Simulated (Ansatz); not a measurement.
KI built on the rocksalt prototype, relaxed with r2SCAN: the symmetry is Fm-3m (No. 225, cubic); a = 7.089 Å in the conventional setting, 44.52 Å³ an atom. K has 6 I at 3.54 Å; I has 6 K at 3.54 Å. One-shot G0W0@PBE in the plane-wave code Ansatz on a 4×4×4 mesh (contour deformation, no spin-orbit coupling), from a PBE gap of 3.944 eV over the mesh points (the G0W0 gap is direct on the mesh); the number N of bands summed and the screening cutoff rise together. Calculated for a static, non-magnetic cell.

| N | cutoff (eV) | 1000/N | G0W0 gap (eV) |
| --- | --- | --- | --- |
| 215 | 100 | 4.651 | 6.017 |
| 501 | 180 | 1.996 | 6.120 |

Lay a straight line in 1000/N through these rows.
The slope is -0.0388 eV per unit of 1000/N and the intercept 6.197 eV.

Predict the gap at N = 960 (260 eV).
6.197 + (-0.0388) × 1.042 = 6.157 eV; the run gives 6.144 eV, -0.013 eV from the line.

With that run's result added, what limit do the last two rows suggest?
Their slope is (6.144 − 6.120)/(1.042 − 1.996) = -0.0252, which meets 1/N = 0 at 6.17 eV, against 6.197 eV from the first line. The slope flattens, so the first line overshoots; the k mesh isn't extrapolated.

Spin-orbit coupling is left out, which matters wherever the heavy atoms make up the band edges.
